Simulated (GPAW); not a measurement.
# TaS2 (P-3m1) in GPAW: a series of runs

Aim: see how the results for TaS2 move with the level of theory and the settings. Levels: LDA, PBEsol, revPBE+D4, PBE. Tasks: single point.

All numbers are computed with GPAW 26.7.0; they aren't measurements. Logs are shortened: lines on timing, memory, paths and dates and some standing lists are left out, and cuts for length are marked. The log counts tension as positive stress, the text compression.

## (1) Starting point

It takes space group P-3m1 (No. 164, trigonal). Conventional cell: a = 3.350 Å, b = 3.350 Å, c = 5.860 Å, α = 90.00°, β = 90.00°, γ = 120.00°. Ta (site symmetry -3m) has 6 S at 2.43 Å as nearest neighbours. S (site symmetry 3m) is surrounded by 3 Ta at 2.43 Å.

## (2) Single point, LDA

run.py reads:

```python
from ase.dft.bandgap import bandgap
from ase.io import read, write
from ase.units import GPa
from gpaw import GPAW, PW

atoms = read('POSCAR')

calc = GPAW(mode=PW(600),
            xc='LDA',
            kpts={'size': (9, 9, 5), 'gamma': True},
            occupations={'name': 'methfessel-paxton', 'order': 0, 'width': 0.05},
            nbands=25,
            convergence={'density': 1e-05, 'energy': 1e-05},
            maxiter=150,
            txt='gpaw.txt')
atoms.calc = calc
energy = atoms.get_potential_energy()
forces = atoms.get_forces()
stress = atoms.get_stress()
calc.write('gs.gpw')
write('result.traj', atoms)
print(f'Energy: {energy:.6f} eV')
print('Forces (eV/A):')
print(forces.round(4))
print('Stress (GPa):', (stress / GPa).round(3))
print('Fermi level:', round(calc.get_fermi_level(), 4), 'eV')
print(f'Gap: {bandgap(calc)[0]:.4f} eV, direct: {bandgap(calc, direct=True)[0]:.4f} eV')
```

POSCAR reads:

```
TaS2
1.0
    3.3500000000      0.0000000000      0.0000000000
   -1.6750000000      2.9011851027      0.0000000000
    0.0000000000      0.0000000000      5.8600000000
Ta S
1 2
Direct
    0.0000000000      0.0000000000      0.0000000000
    0.6666666667      0.3333333333      0.7500000000
    0.3333333333      0.6666666667      0.2500000000
```

Potentials or basis: the program's PAW data sets (release 1.2.1) made for this functional, pw.

The run is started by

```sh
OMP_NUM_THREADS=1 python run.py
```

gpaw.txt:

```text
__  _  _
 | _ |_)|_||  |
 |__||  | ||/\| - 26.7.0

Input parameters:
  mode=PW(ecut=600.0),
  convergence={'density': 1e-05, 'energy': 1e-05},
  kpts=MonkhorstPack(size=(9, 9, 5), gamma=True),
  maxiter=150,
  nbands=25,
  occupations=Occupations(name='methfessel-paxton', order=0, width=0.05),
  xc=XC(name='LDA')

Diagonalizing LCAO Hamiltonian
Converting LCAO to pw mode

            S

         S

       Ta

Atoms  # Å, Bohr magnetons
|   | symbol |         x |        y |        z |    initial magnetic moments |
|---|--------|-----------|----------|----------|-----------------------------|
| 0 |     Ta |  0.000000 | 0.000000 | 0.000000 | ( 0.0000,  0.0000,  0.0000) |
| 1 |      S |  1.675000 | 0.967062 | 4.395000 | ( 0.0000,  0.0000,  0.0000) |
| 2 |      S | -0.000000 | 1.934123 | 1.465000 | ( 0.0000,  0.0000,  0.0000) |

Unit cell  # Å
| periodic |         x |        y |        z |  lengths |     angles |
|----------|-----------|----------|----------|----------|------------|
|      yes |  3.350000 | 0.000000 | 0.000000 | 3.350000 |  90.000000 |
|      yes | -1.675000 | 2.901185 | 0.000000 | 3.350000 |  90.000000 |
|      yes |  0.000000 | 0.000000 | 5.860000 | 5.860000 | 120.000000 |

Number of symmetries: 12
Symmetry operations  # r_c * U_cc + t_c -> r_c
|    | kind |            matrix            |
|----|------|------------------------------|
|  0 |  σ   |  1, 1, 0,  0,-1, 0,  0, 0, 1 |
|  1 |  S6  |  1, 1, 0, -1, 0, 0,  0, 0,-1 |
|  2 |  E   |  1, 0, 0,  0, 1, 0,  0, 0, 1 |
|  3 |  C2  |  1, 0, 0, -1,-1, 0,  0, 0,-1 |
|  4 |  C2  |  0, 1, 0,  1, 0, 0,  0, 0,-1 |
|  5 |  C3  |  0, 1, 0, -1,-1, 0,  0, 0, 1 |
|  6 |  S6  |  0,-1, 0,  1, 1, 0,  0, 0,-1 |
|  7 |  σ   |  0,-1, 0, -1, 0, 0,  0, 0, 1 |
|  8 |  σ   | -1, 0, 0,  1, 1, 0,  0, 0, 1 |
|  9 |  i   | -1, 0, 0,  0,-1, 0,  0, 0,-1 |
| 10 |  C3  | -1,-1, 0,  1, 0, 0,  0, 0, 1 |
| 11 |  C2  | -1,-1, 0,  0, 1, 0,  0, 0,-1 |

BZ-sampling:
  Number of BZ points: 405
  Number of IBZ points: 50

  Monkhorst-Pack size: [9, 9, 5]
  Monkhorst-Pack shift: [0, 0, 0]

K-points  # in reciprocal-cell coordinates
|     |                                coordinates |     weight |
|-----|--------------------------------------------|------------|
|   0 | (  0.00000000,   0.00000000,   0.00000000) | 0.00246914 |
|   1 | (  0.00000000,   0.00000000,   0.20000000) | 0.00493827 |
|   2 | (  0.00000000,   0.00000000,   0.40000000) | 0.00493827 |
|   3 | (  0.11111111,   0.00000000,  -0.40000000) | 0.01481481 |
|   4 | (  0.11111111,   0.00000000,  -0.20000000) | 0.01481481 |
|   5 | (  0.11111111,   0.00000000,   0.00000000) | 0.01481481 |
|   6 | (  0.11111111,   0.00000000,   0.20000000) | 0.01481481 |
|   7 | (  0.11111111,   0.00000000,   0.40000000) | 0.01481481 |
|   8 | (  0.22222222,  -0.11111111,   0.00000000) | 0.01481481 |
|   9 | (  0.22222222,  -0.11111111,   0.20000000) | 0.02962963 |
| ... |                                            |            |
|  49 | (  0.44444444,   0.44444444,   0.40000000) | 0.02962963 |

Plane wave coefficients: 1931
Cutoff: 600.0 eV

Spin-components: 1 (collinear spins)
Bands:           25
Projectors:      16
Spin-degeneracy: 2
Datatype:        complex128

Parallelization:
  kpt:    1
  domain: 1
  band:   1

Density:
  Valence electrons: 25.0
  Components: 1
  Grid points: [20 20 35]
  Charge: 0.0  # |e|

Potential:
  Grid points: [20 20 35]

species:
  Ta:
    name:    Tantalum
    Z:       73.0
    valence: 13
    core:    60
    charge:  0.0  # [|e|]
    compensation charges:
      type: gauss
      rc: 0.42  # [Å]
      lmax: 2
    cutoffs:
      filter: 2.36  # [Å]
      core: 3.45  # [Å]
    projectors
    | kind |    occ | energy [eV] | rcut [Å] |
    |------|--------|-------------|----------|
    |   5s |  2.000 |     -72.979 |    1.365 |
    |   6s |  2.000 |      -5.599 |    1.365 |
    |   5p |  6.000 |     -39.590 |    1.349 |
    |   6p |  0.000 |      -1.483 |    1.349 |
    |   5d |  3.000 |      -3.794 |    1.307 |
    |    d |        |      23.417 |    1.307 |

    Using partial waves for Ta as LCAO basis

  S:
    name:    Sulfur
    Z:       16.0
    valence: 6
    core:    10
    charge:  0.0  # [|e|]
    compensation charges:
      type: gauss
      rc: 0.24  # [Å]
      lmax: 2
    cutoffs:
      filter: 1.77  # [Å]
      core: 1.66  # [Å]
    projectors
    | kind |    occ | energy [eV] | rcut [Å] |
    |------|--------|-------------|----------|
    |   3s |  2.000 |     -17.278 |    0.974 |
    |   3p |  4.000 |      -7.106 |    0.979 |
    |    s |        |       9.933 |    0.974 |
    |    p |        |      20.105 |    0.979 |
    |    d |        |       0.000 |    0.900 |

    Using partial waves for S as LCAO basis

Reference energy: -445571.487469  # eV

eigensolver:
  PPCG
  Converge bands: occupied
  niter=2

density mixing:
  MSR1-Mixer
  Pratt-step length: 0.05
  Maximum mixing coefficient: 0.75
  Old densities: 10
  SVD Regularization: 0.005
  Good broyden scale: 1.0
  Trust region scale: 1.0
  Backstep threshold: 4.0
  History deletion threshold: 6.0
  Fourier metric: weight=20.0, sigma=0.015

occupation numbers:
  Methfessel-Paxton:
    width: 0.0500  # eV
    order: 0

poisson solver:
  ecut: 4800.0  # eV

xc functional:
  name: None

convergence criteria:
- Maximum integral of absolute [dens]ity change: 1e-05 electrons / valence electron
- Maximum [total energy] change in last 3 cyles: 1e-05 eV / valence electron
- Maximum integral of absolute [eigenst]ate change: 4e-08 eV^2 / valence electron
maximum number of iterations: 150

SCF iterations
|iter     | |      energy | eigst |  dens |
|---------|-|-------------|-------|-------|
|iter:   1| |  -24.099821 | +0.26 |       |
|iter:   2| |  -24.002462 | -1.78 | -1.13 |
|iter:   3| |  -23.594580 | -1.56 | -1.17 |
|iter:   4| |  -23.582086 | -2.65 | -1.64 |
|iter:   5| |  -23.566989 | -3.34 | -1.84 |
|iter:   6| |  -23.565759 | -3.94 | -2.13 |
|iter:   7| |  -23.565740 | -5.57 | -3.15 |
|iter:   8| |  -23.565741c| -6.84 | -3.75 |
|iter:   9| |  -23.565742c| -7.46c| -4.55 |
|iter:  10| |  -23.565742c| -8.14c| -5.37c|

Converged in 10 steps
Energy contributions relative to reference atoms: (reference = -445571.487469)

Energy contributions:
  Kinetic:          25.343625
  Coulomb:         -26.089555
  Zero:             -0.108072
  External:          0.000000
  Xc:              -22.710075
  Entropy:          -0.003329
  Spinorbit:         0.000000
  ----------------------------
  Free energy:     -23.567406
  Extrapolated:    -23.565742

dipole moment: (-6.030795, -10.445643, -21.098780)  # |e|*Ang

Fermi level: 7.731
Eigenvalues  # (at kpt = [0.000, 0.000, 0.000])
| band index |      eig [eV] | occ [0-2] |
|------------|---------------|-----------|
|          0 |       -60.772 |     2.000 |
|        ... |               |           |
|          4 |        -7.309 |     2.000 |
|          5 |        -5.212 |     2.000 |
|          6 |         0.785 |     2.000 |
|          7 |         3.529 |     2.000 |
|          8 |         3.529 |     2.000 |
|          9 |         6.477 |     2.000 |
|         10 |         7.022 |     2.000 |
|         11 |         7.022 |     2.000 |
|         12 |         7.738 |     0.847 |
|         13 |         7.738 |     0.847 |
|         14 |         7.979 |     0.000 |
|         15 |        11.840 |     0.000 |
|         16 |        11.840 |     0.000 |
|         17 |        12.909 |     0.000 |
|         18 |        13.147 |     0.000 |
|         19 |        16.647 |     0.000 |
|        ... |               |           |
|         24 |        21.634 |     0.000 |

No gap
No difference between direct/indirect transitions

Forces  # eV/Ang
|        x |        y |        z |
|----------|----------|----------|
|  0.00000 |  0.00000 |  0.00000 |  # Ta   0
|  0.00000 | -0.00000 | -0.76930 |  # S    1
| -0.00000 |  0.00000 |  0.76930 |  # S    2

Stress tensor  # eV/Ang^3
|        x |        y |         z |
|----------|----------|-----------|
| 0.002595 | 0.000000 |  0.000000 |
| 0.000000 | 0.002595 |  0.000000 |
| 0.000000 | 0.000000 | -0.029007 |

# Writing to gs.gpw (mode='')
```

It took 33 s on 1 thread of Arm Neoverse V2, shared host; peak memory 0.2 GiB.

What came out:

```yaml
Free_energy: -23.5674 eV
Pressure: 1.3 GPa
Largest_force: 0.769 eV/Å
Band_gap_on_the_k_mesh: none (metal or under the smearing width)
```

Forces on the atoms (eV/Å):
```
Ta   0.000  0.000  0.000
S    0.000  0.000 -0.769
S    0.000  0.000  0.769
```

Spin-orbit coupling is left out, which matters for the levels of Ta.

## (3) Single point, PBEsol

run.py, as its differences from that of step 2:

```diff
@@ -1,10 +1,20 @@
+from ase import Atoms
 from ase.dft.bandgap import bandgap
-from ase.io import read, write
+from ase.io import write
 from ase.units import GPa
-from gpaw import GPAW, PW
+from gpaw import GPAW, PW, setup_paths
 
-atoms = read('POSCAR')
+setup_paths.insert(0, '.')
+
+atoms = Atoms(['Ta', 'S', 'S'],
+              cell=[[3.35, 0.0, 0.0],
+                    [-1.675, 2.9011851027, 0.0],
+                    [0.0, 0.0, 5.86]],
+              scaled_positions=[[0.0, 0.0, 0.0],
+                                [0.6666666667, 0.3333333333, 0.75],
+                                [0.3333333333, 0.6666666667, 0.25]],
+              pbc=True)
 
 calc = GPAW(mode=PW(600),
-            xc='LDA',
+            xc='PBEsol',
             kpts={'size': (9, 9, 5), 'gamma': True},
```

Potentials or basis: PAW data sets generated in the run's folder for this functional, pw.

The run is started by

```sh
gpaw-setup -f PBEsol S Ta
OMP_NUM_THREADS=1 python run.py
```

gpaw.txt:

```text
__  _  _
 | _ |_)|_||  |
 |__||  | ||/\| - 26.7.0

Input parameters:
  mode=PW(ecut=600.0),
  convergence={'density': 1e-05, 'energy': 1e-05},
  kpts=MonkhorstPack(size=(9, 9, 5), gamma=True),
  maxiter=150,
  nbands=25,
  occupations=Occupations(name='methfessel-paxton', order=0, width=0.05),
  xc=XC(name='PBEsol')

Diagonalizing LCAO Hamiltonian
Converting LCAO to pw mode

            S

         S

       Ta

Atoms  # Å, Bohr magnetons
|   | symbol |         x |        y |        z |    initial magnetic moments |
|---|--------|-----------|----------|----------|-----------------------------|
| 0 |     Ta |  0.000000 | 0.000000 | 0.000000 | ( 0.0000,  0.0000,  0.0000) |
| 1 |      S |  1.675000 | 0.967062 | 4.395000 | ( 0.0000,  0.0000,  0.0000) |
| 2 |      S | -0.000000 | 1.934123 | 1.465000 | ( 0.0000,  0.0000,  0.0000) |

Unit cell  # Å
| periodic |         x |        y |        z |  lengths |     angles |
|----------|-----------|----------|----------|----------|------------|
|      yes |  3.350000 | 0.000000 | 0.000000 | 3.350000 |  90.000000 |
[... 169 lines left out ...]
Energy contributions:
  Kinetic:          26.032157
  Coulomb:         -26.830836
  Zero:             -0.057822
  External:          0.000000
  Xc:              -21.659620
  Entropy:          -0.003279
  Spinorbit:         0.000000
  ----------------------------
  Free energy:     -22.519399
  Extrapolated:    -22.517760

dipole moment: (-6.021741, -10.429961, -21.067105)  # |e|*Ang

Fermi level: 7.912
Eigenvalues  # (at kpt = [0.000, 0.000, 0.000])
| band index |      eig [eV] | occ [0-2] |
|------------|---------------|-----------|
|          0 |       -60.607 |     2.000 |
|        ... |               |           |
|          4 |        -7.193 |     2.000 |
|          5 |        -5.099 |     2.000 |
|          6 |         0.938 |     2.000 |
|          7 |         3.690 |     2.000 |
|          8 |         3.690 |     2.000 |
|          9 |         6.624 |     2.000 |
[... 8 lines left out ...]
|         18 |        13.384 |     0.000 |
|         19 |        16.800 |     0.000 |
|        ... |               |           |
|         24 |        21.800 |     0.000 |

No gap
No difference between direct/indirect transitions

Forces  # eV/Ang
|        x |        y |        z |
|----------|----------|----------|
| -0.00000 |  0.00000 |  0.00000 |  # Ta   0
| -0.00000 | -0.00000 | -1.04233 |  # S    1
| -0.00000 |  0.00000 |  1.04233 |  # S    2

Stress tensor  # eV/Ang^3
|         x |         y |         z |
|-----------|-----------|-----------|
| -0.017464 |  0.000000 |  0.000000 |
|  0.000000 | -0.017464 |  0.000000 |
|  0.000000 |  0.000000 | -0.052393 |

# Writing to gs.gpw (mode='')
```

Wall time 36 s (1 thread of Arm Neoverse V2, shared host); peak memory 0.19 GiB.

What came out:

* Free energy: -22.5194 eV
* Pressure: 4.7 GPa
* Largest force: 1.042 eV/Å
* Band gap on the k mesh: none (metal or under the smearing width)

Forces on the atoms (eV/Å):
```
Ta   0.000  0.000  0.000
S    0.000  0.000 -1.042
S    0.000  0.000  1.042
```

Stress tensor (GPa, compression positive):
```
2.80 0.00 0.00
0.00 2.80 0.00
0.00 0.00 8.39
```

Caveat: this functional lacks dispersion, which binds the layers, so the pressure and a relaxed spacing across them are unreliable; forces of over 1 eV/Å show positions far from the minimum, so gaps and moduli don't describe the material at rest. The run has no spin-orbit coupling, so splittings on Ta are missing.

## (4) Single point, revPBE+D4

run.py reads:

```python
from ase.calculators.mixing import SumCalculator
from ase.dft.bandgap import bandgap
from ase.io import read, write
from ase.units import Bohr, GPa
from dftd4.ase import DFTD4
from gpaw import GPAW, PW
from gpaw.elf import elf_from_dft_calculation

atoms = read('TaS2.xyz')

calc = GPAW(mode=PW(600),
            xc='revPBE',
            kpts={'size': (9, 9, 5), 'gamma': True},
            occupations={'name': 'methfessel-paxton', 'order': 0, 'width': 0.05},
            nbands=25,
            convergence={'density': 1e-05, 'energy': 1e-05},
            maxiter=150,
            txt='gpaw.txt')
atoms.calc = SumCalculator([calc, DFTD4(method='revpbe')])
energy = atoms.get_potential_energy()
forces = atoms.get_forces()
stress = atoms.get_stress()
calc.write('gs.gpw')
write('result.traj', atoms)
print(f'Energy: {energy:.6f} eV')
print('Forces (eV/A):')
print(forces.round(4))
print('Stress (GPa):', (stress / GPa).round(3))
print('Fermi level:', round(calc.get_fermi_level(), 4), 'eV')
print(f'Gap: {bandgap(calc)[0]:.4f} eV, direct: {bandgap(calc, direct=True)[0]:.4f} eV')

# fields on the real-space grid
write('density.cube', atoms, data=calc.get_pseudo_density() * Bohr**3)
write('potential.cube', atoms, data=calc.get_electrostatic_potential())
write('elf.cube', atoms, data=elf_from_dft_calculation(calc).data)
```

TaS2.xyz reads:

```xyz
3
Lattice="3.3500000000 0.0000000000 0.0000000000 -1.6750000000 2.9011851027 0.0000000000 0.0000000000 0.0000000000 5.8600000000" Properties=species:S:1:pos:R:3 pbc="T T T"
Ta     0.0000000000      0.0000000000      0.0000000000
S      1.6750000002      0.9670617008      4.3950000000
S     -0.0000000002      1.9341234019      1.4650000000
```

Potentials or basis: the program's PAW data sets (release 1.2.1) made for this functional, pw.

The run is started by

```sh
OMP_NUM_THREADS=1 python run.py
```

Wall time 35 s (1 thread of Arm Neoverse V2, shared host); peak memory 0.2 GiB.

Results (log left out):

| Item | Value |
| --- | --- |
| Free energy | -21.7493 eV |
| Pressure | 6.0 GPa |
| Largest force | 1.378 eV/Å |
| Band gap on the k mesh | none (metal or under the smearing width) |
| Dispersion energy per atom | -0.595 eV |

Forces on the atoms (eV/Å):
```
Ta   0.000  0.000  0.000
S    0.000  0.000 -1.378
S    0.000  0.000  1.378
```

Stress tensor (GPa, compression positive):
```
4.47 0.00 0.00
0.00 4.47 0.00
0.00 0.00 9.18
```

Levels at points of the mesh, in eV from the Fermi level:
```csv
k point,band 8,band 9,band 10,band 11,band 12,band 13,band 14,band 15,band 16,band 17
"(0.00, 0.00, 0.00)",-4.26,-4.26,-1.36,-0.82,-0.82,0.03,0.03,0.30,4.08,4.08
```

Caveat: forces of over 1 eV/Å show positions far from the minimum, so gaps and moduli don't describe the material at rest. Spin-orbit coupling is left out, which matters for the levels of Ta.

## (5) Single point, PBE

run.py, as its differences from that of step 4:

```diff
@@ -1,2 +1 @@
-from ase.calculators.mixing import SumCalculator
 from ase.dft.bandgap import bandgap
@@ -4,3 +3,2 @@
 from ase.units import Bohr, GPa
-from dftd4.ase import DFTD4
 from gpaw import GPAW, PW
@@ -11,5 +9,5 @@
 calc = GPAW(mode=PW(600),
-            xc='revPBE',
+            xc='PBE',
             kpts={'size': (9, 9, 5), 'gamma': True},
-            occupations={'name': 'methfessel-paxton', 'order': 0, 'width': 0.05},
+            occupations={'name': 'methfessel-paxton', 'order': 0, 'width': 0.012},
             nbands=25,
@@ -18,3 +16,3 @@
             txt='gpaw.txt')
-atoms.calc = SumCalculator([calc, DFTD4(method='revpbe')])
+atoms.calc = calc
 energy = atoms.get_potential_energy()
```

TaS2.xyz is that of step 4.

Potentials or basis: GPAW PAW data sets (gpaw-data 1.2.1), pw.

The run is started by

```sh
OMP_NUM_THREADS=1 python run.py
```

Wall time 35 s (1 thread of Arm Neoverse V2, shared host); peak memory 0.2 GiB.

Results (log left out):

| Item | Value |
| --- | --- |
| Free energy | -21.0281 eV |
| Pressure | 9.5 GPa |
| Largest force | 1.302 eV/Å |
| Band gap on the k mesh | none (metal or under the smearing width) |

Forces in eV/Å, atoms in the order of the input:
```
Ta   0.000  0.000  0.000
S    0.000  0.000 -1.302
S    0.000  0.000  1.302
```

Stress tensor (GPa, compression positive):
```
 7.77  0.00  0.00
 0.00  7.77  0.00
 0.00  0.00 12.86
```

Levels at points of the mesh, in eV from the Fermi level:
| k point | band 10 | band 11 | band 12 | band 13 | band 14 | band 15 | band 16 | band 17 |
| --- | --- | --- | --- | --- | --- | --- | --- | --- |
| (0.00, 0.00, 0.00) | -1.34 | -0.80 | -0.80 | 0.02 | 0.02 | 0.28 | 4.09 | 4.09 |

Caveat: this functional lacks dispersion, which binds the layers, so the pressure and a relaxed spacing across them are unreliable; forces of over 1 eV/Å show positions far from the minimum, so gaps and moduli don't describe the material at rest.

## (6) Overview

| level | potentials or basis | smearing | gap on the mesh (eV) | pressure (GPa) | largest force (eV/Å) |
| --- | --- | --- | --- | --- | --- |
| LDA | the program's PAW data sets (release 1.2.1) made for this functional, pw | gaussian 0.05 eV | none | 1.3 | 0.77 |
| PBEsol | PAW data sets generated in the run's folder for this functional, pw | gaussian 0.05 eV | none | 4.7 | 1.04 |
| revPBE+D4 | the program's PAW data sets (release 1.2.1) made for this functional, pw | gaussian 0.05 eV | none | 6.0 | 1.38 |
| PBE | GPAW PAW data sets (gpaw-data 1.2.1), pw | gaussian 0.012 eV | none | 9.5 | 1.30 |

Alike in all rows: task single point; no spin polarisation; cell as given; k mesh 9 × 9 × 5; cutoff (eV) 600.

Caveats: forces of over 1 eV/Å show positions far from the minimum, so gaps and moduli don't describe the material at rest (some runs); this functional lacks dispersion, which binds the layers, so the pressure and a relaxed spacing across them are unreliable (some runs).

Total energies depend on the potentials used, so only differences within one code and one set of settings carry meaning.
